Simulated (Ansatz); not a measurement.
Theory: DFT PBE, scalar-relativistic, plane waves, PAW (Ansatz). All cells share a 420 eV cutoff and Γ-centred k meshes spaced at most about 0.3 Å⁻¹ (about 0.25 or finer for metals, 2π included). No spin polarisation in the final relaxations.

These are static total energies at zero pressure.

Two relaxed structures of TiSi2:

A.

```cif
data_structure
_symmetry_space_group_name_H-M 'P4mm'
_symmetry_Int_Tables_number 99
_cell_length_a 3.2025
_cell_length_b 3.2025
_cell_length_c 5.1747
_cell_angle_alpha 90.000
_cell_angle_beta 90.000
_cell_angle_gamma 90.000
_cell_volume 53.07
loop_
_atom_site_label
_atom_site_type_symbol
_atom_site_symmetry_multiplicity
_atom_site_Wyckoff_symbol
_atom_site_fract_x
_atom_site_fract_y
_atom_site_fract_z
_atom_site_occupancy
Ti1 Ti 1 b 0.50000 0.50000 0.28737 1
Si1 Si 1 b 0.50000 0.50000 0.79178 1
Si2 Si 1 a 0.00000 0.00000 0.02506 1
```

B.

```cif
data_structure
_symmetry_space_group_name_H-M 'Cmcm'
_symmetry_Int_Tables_number 63
_cell_length_a 3.5484
_cell_length_b 13.5580
_cell_length_c 3.5786
_cell_angle_alpha 90.000
_cell_angle_beta 90.000
_cell_angle_gamma 90.000
_cell_volume 172.17
loop_
_atom_site_label
_atom_site_type_symbol
_atom_site_symmetry_multiplicity
_atom_site_Wyckoff_symbol
_atom_site_fract_x
_atom_site_fract_y
_atom_site_fract_z
_atom_site_occupancy
Ti1 Ti 4 c 0.50000 0.60312 0.75000 1
Si1 Si 4 c 0.50000 0.94077 0.75000 1
Si2 Si 4 c 0.00000 0.75023 0.75000 1
```

**Question.** Which is lower in energy, and by how much?

**Answer.** B is lower, by 0.75 eV/atom. A has space group P4mm (No. 99), 17.7 Å³/atom and no gap on its mesh; B has space group Cmcm (No. 63), 14.3 Å³/atom and no gap. Counting Si atoms around Ti (those within 1.25 times the shortest such distance or 1.15 times the sum of covalent radii, 1.27 where that leaves under three), A has Ti 6 and B has Ti 10. B holds Si–Si nets (shortest 2.40 Å); in A the shortest Si–Si distance is 2.57 Å, near bonding range too. The denser one is the lower, and pressure would at first widen the difference. In A, Ti is surrounded by 6 Si at 2.56–2.64 Å and 4 Ti at 3.20 Å; around Si on its first site lie 2 Ti at 2.56–2.61 Å, 4 Si at 2.57 Å and 4 Si at 3.20 Å; Si on its second site is surrounded by 4 Si at 2.57 Å, 4 Ti at 2.64 Å and 4 Si at 3.20 Å. In B, Ti is surrounded by 10 Si at 2.59–2.83 Å; Si on its first site is surrounded by 2 Si at 2.40 Å, 4 Ti at 2.59 Å, 2 Ti at 2.83 Å and 4 Si at 3.13–3.15 Å; Si on its second site is surrounded by 4 Si at 2.52 Å, 4 Ti at 2.67 Å and 4 Si at 3.13–3.15 Å. Origin: A was invented; B is a Materials Project cell, relaxed. The part of the Crystallography Open Database at hand lists TiSi2 in space groups No. 69, 70; no cell shown has one of them.

Cells relaxed within their symmetry can be saddle points.

Structure B is the C49 form of TiSi2, and its large advantage over the invented cell probably comes from more effective Ti d–Si p bonding combined with denser packing. Ti has 10 Si neighbours in B against 6 in A, where the open arrangement leaves much of the metal's bonding capacity unused. The silicon sublattices differ too. In B, the 2.40 Å contacts link one kind of Si into zigzag chains with nearly normal single bonds, while the other kind forms almost square nets at 2.52 Å, whose longer contacts suggest delocalised, multicentre bonding. A has only the stretched 2.57 Å contacts and no counterpart to the short chain bonds. The total energies don't separate the Ti–Si and Si–Si contributions, however.

The result rules out A as a competitor to B, but it doesn't make B the ground state: C49 is known as the metastable phase that often forms first in thin films and converts to the face-centred orthorhombic C54 phase on annealing.
